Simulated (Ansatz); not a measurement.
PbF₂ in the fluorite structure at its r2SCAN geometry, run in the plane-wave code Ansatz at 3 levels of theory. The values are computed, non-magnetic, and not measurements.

The PBE+SOC input:
```yaml
crystal:
  lattice:
    - [0.0, 2.9604381111, 2.9604381111]
    - [2.9604381111, 0.0, 2.9604381111]
    - [2.9604381111, 2.9604381111, 0.0]
  atoms:
    - { symbol: Pb, position: [0.0, 0.0, 0.0] }
    - { symbol: F, position: [0.25, 0.25, 0.25] }
    - { symbol: F, position: [0.75, 0.75, 0.75] }
kpoints:
  mp_grid: { grid: [8, 8, 8] }
  band_path:
    path:
      - [0.0, 0.0, 0.0]
      - [0.5, 0.0, 0.5]
      - [0.625, 0.25, 0.625]
      - [0.375, 0.375, 0.75]
      - [0.5, 0.5, 0.5]
      - [0.5, 0.25, 0.75]
      - [0.25, -0.5, -0.25]
      - [0.0, 0.5, 0.5]
    npoints: 1
hamiltonian:
  xc: pbe
scf:
  occupations: { method: fixed }
  n_extra_bands: 8
magnetization:
  noncollinear: true
  spin_orbit: true
output:
  forces: true
  stress: true
  eigenvalues: true
```

Main results, then, where recorded, the levels near the gap in eV from the Fermi energy (columns number the bands from 0), one row a point of the path (Γ, X, U, K, L, W, W, X):
```
Crystal: 3 atoms, lattice volume = 51.892 Å³
Symmetry: 48 space group operations + 48 with time reversal
Magnetic group: BNS 225.117 (UNI 1619)
```
```
Basis set: ecut = 420 eV, 965 PW (Γ)
k-points: 29 of 512
SCF 1 converged in 7 iterations: F = -13563.021798 eV  dr2 = 2.75e-8
Free energy (F): -13563.021798 eV
Fermi energy:    5.068464 eV
--- Stress (GPa, compression-positive) ---
        2.833927       0.000000       0.000000
        0.000000       2.833927       0.000000
        0.000000       0.000000       2.833927
  P = ⅓ Tr σ = 2.8339 GPa (28.339 kbar)
```
```tsv
band_22	band_23	band_24	band_25	band_26	band_27	band_28	band_29	band_30	band_31	band_32	band_33
-2.159	-2.159	-1.995	-1.995	-1.995	-1.995	5.023	5.023	7.446	7.446	7.446	7.446
-1.618	-1.618	-1.588	-1.588	-0.143	-0.143	4.037	4.037	7.293	7.293	8.487	8.487
-1.766	-1.766	-1.628	-1.628	-0.033	-0.033	4.751	4.751	6.671	6.671	8.029	8.029
-1.766	-1.766	-1.628	-1.628	-0.033	-0.033	4.751	4.751	6.671	6.671	8.029	8.029
-2.210	-2.210	-2.191	-2.191	-0.045	-0.045	4.625	4.625	6.925	6.925	8.376	8.376
-1.681	-1.681	-1.553	-1.553	0.000	0.000	5.014	5.014	6.551	6.551	7.633	7.633
-1.681	-1.681	-1.553	-1.553	0.000	0.000	5.014	5.014	6.551	6.551	7.633	7.633
-1.618	-1.618	-1.588	-1.588	-0.143	-0.143	4.037	4.037	7.293	7.293	8.487	8.487
```

With PBE+SOC the valence top lies at W and the conduction bottom at X, 4.04 eV higher; the smallest vertical gap, at X, is 4.18 eV.

Task: In the first input these blocks are replaced (the band path and keys that only write files left aside):
```yaml
hamiltonian:
  xc: r2scan
scf:
  occupations: { method: fixed }
  n_extra_bands: 4
```
(magnetization left out)
What comes out?

Result:
```
Basis set: ecut = 500 eV, 1363 PW (Γ)
k-points: 29 of 512
SCF 1 converged in 7 iterations: F = -13542.238022 eV  dr2 = 4.08e-9
Free energy (F): -13542.238022 eV
Fermi energy:    4.702600 eV
--- Stress (GPa, compression-positive) ---
        0.013895       0.000000       0.000000
        0.000000       0.013895       0.000000
        0.000000       0.000000       0.013895
  P = ⅓ Tr σ = 0.0139 GPa (0.139 kbar)
```
```tsv
band_11	band_12	band_13	band_14	band_15	band_16
-2.180	-2.180	-2.180	7.306	7.306	7.306
-1.766	-1.766	-0.143	4.931	8.457	8.457
-1.919	-1.775	-0.036	5.831	7.101	8.459
-1.919	-1.775	-0.036	5.831	7.101	8.459
-2.358	-2.358	-0.067	5.372	8.248	8.248
-1.830	-1.702	0.000	6.581	6.581	7.867
-1.830	-1.702	0.000	6.581	6.581	7.867
-1.766	-1.766	-0.143	4.931	8.457	8.457
```
r2SCAN gives an indirect gap of 4.93 eV, from W to X; the least direct gap is 5.07 eV at X. The mean stress is close to zero (0.01 GPa).

PBE0. Against the first input these blocks differ (the band path and keys that only write files left aside):
```yaml
kpoints:
  mp_grid: { grid: [6, 6, 6] }
hamiltonian:
  xc: pbe0
scf:
  occupations: { method: fixed }
  n_extra_bands: 4
```
(magnetization left out)

```
Basis set: ecut = 420 eV, 965 PW (Γ)
k-points: 16 of 216
SCF 1 stopped early in 2 iterations: F = -13524.694469 eV  dr2 = 4.06e-5
SCF 2 stopped early in 6 iterations: F = -13524.921086 eV  dr2 = 9.19e-7
hybrid outer 1: dexx = +1.387e-2 eV, tail = 2.30e-5 eV
SCF 3 converged in 4 iterations: F = -13524.921185 eV  dr2 = 9.22e-10
hybrid outer 2: dexx = +2.965e-7 eV, tail = 1.12e-8 eV, Δε = 2.54e-3 eV
Free energy (F): -13524.921185 eV
Fermi energy:    3.735292 eV
--- Stress (GPa, compression-positive) ---
        1.055643       0.000000       0.000000
        0.000000       1.055643       0.000000
        0.000000       0.000000       1.055643
  P = ⅓ Tr σ = 1.0556 GPa (10.556 kbar)
```
```tsv
band_11	band_12	band_13	band_14	band_15	band_16
-2.644	-2.644	-2.644	8.973	8.973	8.973
-2.195	-2.195	-0.102	6.483	10.202	10.202
-2.359	-2.210	-0.007	7.421	8.838	10.191
-2.359	-2.210	-0.007	7.421	8.838	10.191
-2.825	-2.825	-0.098	7.041	9.948	9.948
-2.266	-2.131	0.033	8.209	8.209	9.695
-2.266	-2.131	0.033	8.209	8.209	9.695
-2.195	-2.195	-0.102	6.483	10.202	10.202
```

The PBE0 gap is indirect, 6.45 eV (W to X), below the direct gap of 6.59 eV at X. At this geometry PBE0 finds +1.1 GPa, compression counted positive: its own equilibrium volume is larger. The stress of a hybrid is loosely converged here.

Small level splittings and stresses of the hybrids carry the error of their coarser meshes.

Totals of different functionals, or with and without spin-orbit coupling, can't be compared.

Only the levels marked +SOC include spin-orbit coupling.

The meshes of the hybrids are coarse, so their gaps aren't converged to the digits shown.
